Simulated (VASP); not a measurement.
# Li3HS (Pm-3m) in VASP: notebook, part 2 of 2

VASP 6.6.1. Earlier steps stand in the parts before.

### 3 Relaxation of cell and atoms, RPBE

This run uses another cell than the first one, of 11.43 Å³/atom, 1.130 times its volume.

Contents of INCAR:

```
PREC = Accurate ; ENCUT = 600
EDIFF = 1E-6 ; ISMEAR = 0
SIGMA = 0.03 ; LREAL = F
LASPH = T ; NELM = 80
ALGO = Normal ; ISIF = 3
LWAVE = F ; LCHARG = F
GGA = RP ; IBRION = 2
NSW = 90 ; EDIFFG = -0.01
```

Contents of KPOINTS:

```
regular mesh
0
Gamma
  8 8 8
```

Contents of POSCAR:

```
Li3HS
1.0
    3.8518900000      0.0000000000      0.0000000000
    0.0000000000      3.8518900000      0.0000000000
    0.0000000000      0.0000000000      3.8518900000
S H Li
1 1 3
Direct
    0.5000000000      0.5000000000      0.5000000000
    0.0000000000      0.0000000000      0.0000000000
    0.5000000000      0.0000000000      0.0000000000
    0.0000000000      0.5000000000      0.0000000000
    0.0000000000      0.0000000000      0.5000000000
```

Potentials or basis: VASP PAW PBE potentials, release 64 (S, H, Li_sv).

Run with:

```
> cat potpaw_PBE.64/S/POTCAR potpaw_PBE.64/H/POTCAR potpaw_PBE.64/Li_sv/POTCAR > POTCAR
> mpirun -np 1 vasp_std > vasp.out
```

OUTCAR:

```text
PREC = Accurate
   ENCUT = 600
   EDIFF = 1E-6
   ISMEAR = 0
   LREAL = F
   LASPH = T
   NELM = 80
   ISIF = 3
   GGA = RP
   IBRION = 2
   NSW = 90
   EDIFFG = -0.01

 ion  position               nearest neighbor table
   1  0.500  0.500  0.500-
   2  0.000  0.000  0.000-
   3  0.500  0.000  0.000-
   4  0.000  0.500  0.000-
   5  0.000  0.000  0.500-

  LATTYP: Found a simple cubic cell.
 ALAT       =     3.8518900000

  Lattice vectors:

 A1 = (   3.8518900000,   0.0000000000,   0.0000000000)
 A2 = (   0.0000000000,   3.8518900000,   0.0000000000)
 A3 = (   0.0000000000,   0.0000000000,   3.8518900000)

Analysis of symmetry for initial positions (statically):
=====================================================================
 Subroutine PRICEL returns:
 Original cell was already a primitive cell.

 Routine SETGRP: Setting up the symmetry group for a
 simple cubic supercell.

 Subroutine GETGRP returns: Found 48 space group operations
 (whereof 48 operations were pure point group operations)
 out of a pool of 48 trial point group operations.

The static configuration has the point symmetry O_h .

Analysis of symmetry for dynamics (positions and initial velocities):
=====================================================================
 Subroutine PRICEL returns:
 Original cell was already a primitive cell.

 Routine SETGRP: Setting up the symmetry group for a
 simple cubic supercell.

 Subroutine GETGRP returns: Found 48 space group operations
 (whereof 48 operations were pure point group operations)
 out of a pool of 48 trial point group operations.

The dynamic configuration has the point symmetry O_h .

 Subroutine INISYM returns: Found 48 space group operations
 (whereof 48 operations are pure point group operations),
 and found     1 'primitive' translations

----------------------------------------------------------------------------------------

                                     Primitive cell

  volume of cell :      57.1507

  direct lattice vectors                    reciprocal lattice vectors
     3.851890000  0.000000000  0.000000000     0.259612813  0.000000000  0.000000000
     0.000000000  3.851890000  0.000000000     0.000000000  0.259612813  0.000000000
     0.000000000  0.000000000  3.851890000     0.000000000  0.000000000  0.259612813

  length of vectors
     3.851890000  3.851890000  3.851890000     0.259612813  0.259612813  0.259612813

  position of ions in fractional coordinates (direct lattice)
     0.500000000  0.500000000  0.500000000
     0.000000000  0.000000000  0.000000000
     0.500000000  0.000000000  0.000000000
     0.000000000  0.500000000  0.000000000
     0.000000000  0.000000000  0.500000000

  ion indices of the primitive-cell ions
   primitive index   ion index
                 1           1
                 2           2
                 3           3
                 4           4
                 5           5

----------------------------------------------------------------------------------------

 KPOINTS: regular mesh

Automatic generation of k-mesh.
 Grid dimensions read from file:
[... 58 lines left out ...]
   ICHARG =      2    charge: 1-file 2-atom 10-const
   ISPIN  =      1    spin polarized calculation?
   LNONCOLLINEAR =      F non collinear calculations
   LSORBIT =      F    spin-orbit coupling
   LASPH  =      T    aspherical Exc in radial PAW
   ENCUT  =  600.0 eV  44.10 Ry    6.64 a.u.   7.69  7.69  7.69*2*pi/ulx,y,z
   NELM   =     80;   NELMIN=  2; NELMDL= -5     # of ELM steps
   EDIFF  = 0.1E-05   stopping-criterion for ELM
   LREAL  =      F    real-space projection
   EDIFFG = -.1E-01   stopping-criterion for IOM
   NSW    =     90    number of steps for IOM
   IBRION =      2    ionic relax: 0-MD 1-quasi-New 2-CG
   NFREE  =      1    steps in history (QN), initial steepest desc. (CG)
   ISIF   =      3    stress and relaxation
   ISYM   =      2    0-nonsym 1-usesym 2-fastsym
   POTIM  = 0.5000    time-step for ionic-motion
   TEBEG  =    0.0;   TEEND  =   0.0 temperature during run
   PSTRESS=    0.0 pullay stress
   NELECT =      16.0000    total number of electrons
   NUPDOWN=      -1.0000    fix difference up-down
   EMIN   =  10.00;   EMAX   =-10.00  energy-range for DOS
   EFERMI =   0.00;   METHOD = LEGACY
   ISMEAR =     0;   SIGMA  =   0.03  broadening in eV -4-tet -1-fermi 0-gaus
   EFERMI_NEDOS =   21; number of points for ismear=-14 and -15
   IALGO  =     38    algorithm
   IMIX   =      4    mixing-type and parameters
     AMIX     =   0.40;   BMIX     =  1.00
     AMIX_MAG =   1.60;   BMIX_MAG =  1.00
  volume/ion in A,a.u.               =      11.43        77.13
  Fermi-wavevector in a.u.,A,eV,Ry     =   1.070963  2.023826 15.605349  1.146961
  Thomas-Fermi vector in A             =   2.206689
   LORBIT       =      0    0 simple, 1 ext, 2 COOP (PROOUT), +10 PAW based schemes
   GGA     = RP    functional components
   LHFCALC =     F    Hartree Fock is set to
   AEXX    =    0.0000 exact exchange contribution
   IVDW    =     0    specifies the selected vdW correction
   LEPSILON=     F    determine dielectric tensor
   LRPA    =     F    only Hartree local field effects (RPA)
 conjugate gradient relaxation of ions
 non-spin polarized calculation
 Gauss-broadening in eV      SIGMA  =   0.03
  energy-cutoff  :      600.00
  volume of cell :       57.15
 maximum number of plane-waves:      1935
 NGX is ok and might be reduce to    32
   NGX = 15   NGY = 15   NGZ = 15

--------------------------------------- Ionic step        1  -------------------------------------------

 number of electron      15.9999964 magnetization

 Free energy of the ion-electron system (eV)
  ---------------------------------------------------
  ext. energy  EPLUGINS =         0.00000000
  ---------------------------------------------------
  free energy    TOTEN  =       -17.16009795 eV

  energy without entropy =      -17.16009795  energy(sigma->0) =      -17.16009795

------------------------ aborting loop because EDIFF is reached ----------------------------------------

  FORCE on cell =-STRESS in cart. coord.  units (eV):
  Direction    XX          YY          ZZ          XY          YZ          ZX
  --------------------------------------------------------------------------------------
  -------------------------------------------------------------------------------------
  Total       -0.1040499     -0.1040499     -0.1040499      0.0000000      0.0000000     -0.0000000
  in kB       -2.9169605     -2.9169605     -2.9169605      0.0000000      0.0000000     -0.0000000
  external PRESSURE =      -2.9169605 kB  Pullay stress =       0.0000000 kB
[... 65 lines left out ...]
--------------------------------------- Ionic step        3  -------------------------------------------

 number of electron      15.9999963 magnetization

 Free energy of the ion-electron system (eV)
  ---------------------------------------------------
  ext. energy  EPLUGINS =         0.00000000
  ---------------------------------------------------
  free energy    TOTEN  =       -17.16045381 eV

  energy without entropy =      -17.16045381  energy(sigma->0) =      -17.16045381

 E-fermi :   2.3905     XC(G=0):  -8.8906

 val. band max:        2.2035731694   @ k =   0.5000   0.5000   0.0000
 cond. band min:       6.3217165551   @ k =   0.5000   0.0000   0.0000
 fundamental gap:      4.1181433857
 Fermi energy:         2.3905342165

 k-point     1 :       0.0000    0.0000    0.0000
  band No.  band energies     occupation
      1     -42.8526      2.00000
      2     -42.7866      2.00000
      3     -42.7866      2.00000
      4      -9.0381      2.00000
      5      -0.3677      2.00000
      6       1.1568      2.00000
      7       1.1568      2.00000
      8       1.1568      2.00000
      9       8.6737      0.00000
     10       8.6737      0.00000
     11       9.4770      0.00000
     12       9.4770      0.00000
[... 331 lines left out ...]
 k-point    24 :       0.5000    0.3750    0.1250
  band No.  band energies     occupation
      1     -42.8154      2.00000
      2     -42.8076      2.00000
      3     -42.8000      2.00000
      4      -8.4509      2.00000
      5      -1.4179      2.00000
      6      -0.1895      2.00000
      7      -0.0344      2.00000
      8       1.6177      2.00000
      9       7.8945      0.00000
     10       8.0337      0.00000
     11       9.1918      0.00000
     12       9.8951      0.00000

 [... further k-points ...]

------------------------ aborting loop because EDIFF is reached ----------------------------------------

  FORCE on cell =-STRESS in cart. coord.  units (eV):
  Direction    XX          YY          ZZ          XY          YZ          ZX
  --------------------------------------------------------------------------------------
  -------------------------------------------------------------------------------------
  Total       -0.0040726     -0.0040726     -0.0040726      0.0000000      0.0000000     -0.0000000
  in kB       -0.1149244     -0.1149244     -0.1149244      0.0000000      0.0000000     -0.0000000
  external PRESSURE =      -0.1149244 kB  Pullay stress =       0.0000000 kB
[... 20 lines left out ...]
  FREE ENERGIE OF THE ION-ELECTRON SYSTEM (eV)
  ---------------------------------------------------
  free  energy   TOTEN  =       -17.1604538125 eV

  energy  without entropy=      -17.1604538125  energy(sigma->0) =      -17.16045381

 reached required accuracy - stopping structural energy minimisation
```

Wall time 15 s (1 thread of Intel Xeon 6975P-C (Granite Rapids), shared host); peak memory 0.18 GiB.

Results:

```yaml
Free_energy: -17.1605 eV
Relaxed_volume: 11.36 Å³/atom
Relaxed_cell: a = 3.843 Å, b = 3.843 Å, c = 3.843 Å, α = 90.00°, β = 90.00°, γ = 90.00°
Space_group_after_relaxing_to_0.05_Å: Pm-3m (No. 221)
Energy_gained_by_relaxing: 0.1 meV/atom
Ionic_steps: 3
Pressure_after_relaxing: 0.0 GPa
Band_gap_on_the_k_mesh: 4.12 eV, indirect (least direct gap 4.55 eV)
```

The path:
| step | energy change (eV) | largest force (eV/Å) | pressure (GPa) | volume (Å³) |
| --- | --- | --- | --- | --- |
| 1 | 0.0000 | 0.0000 | -0.29 | 57.15 |
| 2 | -0.0002 | 0.0000 | -0.16 | 56.98 |
| 3 | -0.0004 | 0.0000 | -0.01 | 56.78 |

Final structure:
```
S H Li
1.0
     3.84345    0.00000    0.00000
     0.00000    3.84345    0.00000
     0.00000    0.00000    3.84345
S H Li
1 1 3
Direct
  0.50000 0.50000 0.50000
  0.00000 0.00000 0.00000
  0.50000 0.00000 0.00000
  0.00000 0.50000 0.00000
  0.00000 0.00000 0.50000
```

Caveat: the cutoff is under 1.25 times the usual one of these potentials, so pressure, stress and relaxed cells hold a basis-set (Pulay) error; the PAW data sets were made with another functional, which shifts forces and pressure a little. A k mesh can miss the band edges.
